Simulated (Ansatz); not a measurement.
## CuCl2 under changes of volume

One of the cells (46.505 Å³/atom); the others are scaled copies at fixed shape and fractional positions:

```
Cu Cl
1.0
    -2.25486    2.25486    6.85990
     2.25486   -2.25486    6.85990
     2.25486    2.25486   -6.85990
Cu Cl
1 2
Direct
  0.00000 0.00000 0.00000
  0.00000 0.50000 0.50000
  0.50000 0.00000 0.50000
```

Measurements of this composition are mostly on another form, of space group No. 12.

| Property | Result |
| --- | --- |
| Program | Ansatz 0.2.0 |
| Functional | LDA |
| Potentials or basis | Ansatz PAW |
| Cutoff | 420 eV (not typed: the program's choice for these potentials) |
| k mesh | 8 × 8 × 8 |
| Occupations | fermi-dirac, width 0.05 eV |
| Spin | no spin polarisation |

```tsv
volume (Å³/atom)	energy over the lowest point (meV/atom)	pressure (GPa)
43.714	0.00	-0.5
44.644	4.53	-1.0
45.574	11.91	-1.5
46.505	21.78	-1.9
47.435	33.86	-2.2
48.365	?	?
49.295	63.59	-2.8
```

Q: What does the run at 48.365 Å³/atom give?

A: Energy over the lowest point 47.88 meV/atom; pressure -2.6 GPa.

Worked out: A Birch-Murnaghan fit of order 3 (a polynomial in V^(-2/3)) to the other rows has its minimum at 42.89 Å³/atom, just outside them, with B0 = V·E''(V) = 29 GPa and B' = 4.8 at fixed shape and positions, which overstates the stiffness. It gives 47.87 meV/atom at 48.365 Å³/atom, against the run's 47.88, and -dE/dV = -2.6 GPa, against -2.6.

Energies are extrapolated to zero smearing.

Caveats: an odd number of electrons without spin polarisation forces a metal; a magnetic or distorted state may lie lower; the run has no spin polarisation, though such a crystal can be magnetic; the PAW data sets come from PBE, with cores solved anew for the run's functional, which leaves a small shift of forces and pressure.
